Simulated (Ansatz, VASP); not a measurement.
## Two plane-wave programs on SnSe2

Contents of POSCAR:

```
SnSe2
1.0
    3.8109987816      0.0000000000      0.0000000000
   -1.9054993908      3.3004217586      0.0000000000
    0.0000000000      0.0000000000      6.1370000000
Sn Se
1 2
Direct
    0.0000000000      0.0000000000      0.0000000000
    0.3333333333      0.6666666667      0.2500000000
    0.6666666667      0.3333333333      0.7500000000
```

Contents of INCAR.step1:

```
SYSTEM = SnSe2
PREC = Accurate
ENCUT = 520
ISMEAR = 0
SIGMA = 0.1
LREAL = .FALSE.
LASPH = .TRUE.
NELM = 100
NBANDS = 20
GGA = PE
ALGO = Normal
EDIFF = 1E-4
LWAVE = .TRUE.
LCHARG = .FALSE.
```

The input INCAR.step2:

```
SYSTEM = SnSe2
PREC = Accurate
ENCUT = 520
EDIFF = 1E-6
ISMEAR = 0
SIGMA = 0.1
LREAL = .FALSE.
LASPH = .TRUE.
NELM = 100
ALGO = Normal
ISIF = 2
LWAVE = .FALSE.
LCHARG = .TRUE.
METAGGA = R2SCAN
LMIXTAU = .TRUE.
LELF = .TRUE.
LVHAR = .TRUE.
NBANDS = 20
ISTART = 1
```

File KPOINTS:

```
Automatic mesh
0
G
  6 6 4
  0 0 0
```

Input for Ansatz:

```yaml
crystal:
  lattice:
    - [3.8109987816, 0.0, 0.0]
    - [-1.9054993908, 3.3004217586, 0.0]
    - [0.0, 0.0, 6.137]
  atoms:
    - { symbol: Sn, position: [0.0, 0.0, 0.0] }
    - { symbol: Se, position: [0.3333333333, 0.6666666667, 0.25] }
    - { symbol: Se, position: [0.6666666667, 0.3333333333, 0.75] }
basis:
  ecutwfc: 500
kpoints:
  mp_grid: { grid: [6, 6, 4] }
hamiltonian:
  xc: r2scan
scf:
  occupations: { method: gaussian, width: 0.1 }
output:
  forces: true
  stress: true
  eigenvalues: true
```

Alike in both runs: task single point; functional r2SCAN; k mesh 6 × 6 × 4; occupations gaussian, width 0.1 eV; no spin polarisation.

|  | VASP | Ansatz |
| --- | --- | --- |
| version | VASP 6.6.1 | Ansatz 0.2.0 |
| potentials or method | VASP PAW PBE potentials, release 64 (Sn_d, Se) | scalar-relativistic, plane waves, PAW |
| plane-wave cutoff (eV) | 520 | 500 |
| valence electrons in the cell | 26 | 46 |

|  | VASP | Ansatz | Ansatz less VASP |
| --- | --- | --- | --- |
| gap on the k mesh at the Fermi level (eV) | 1.10 | 1.11 | +0.003 |
| least direct gap on the mesh (eV) | 1.53 | 1.54 | +0.008 |
| pressure (GPa) | 3.4 | 3.3 | -0.07 |
| largest component of the traceless stress (GPa) | 0.77 | 0.78 | +0.012 |
| rms of the force components (eV/Å) | 0.214 | 0.207 | -0.0073 |

Atom by atom the forces differ by 0.007 eV/Å (rms over components). With one functional, cell and mesh, what is left measures potentials, basis and numerics. The two sets of potentials don't hold the same shells in valence.

Caveats: the PAW data sets were made with another functional, which shifts forces and pressure a little (VASP); spin-orbit coupling is left out, which moves the levels of the heavy elements; the cell's inner coordinates are idealised or old, which leaves forces on the atoms. A k mesh can miss the band edges.
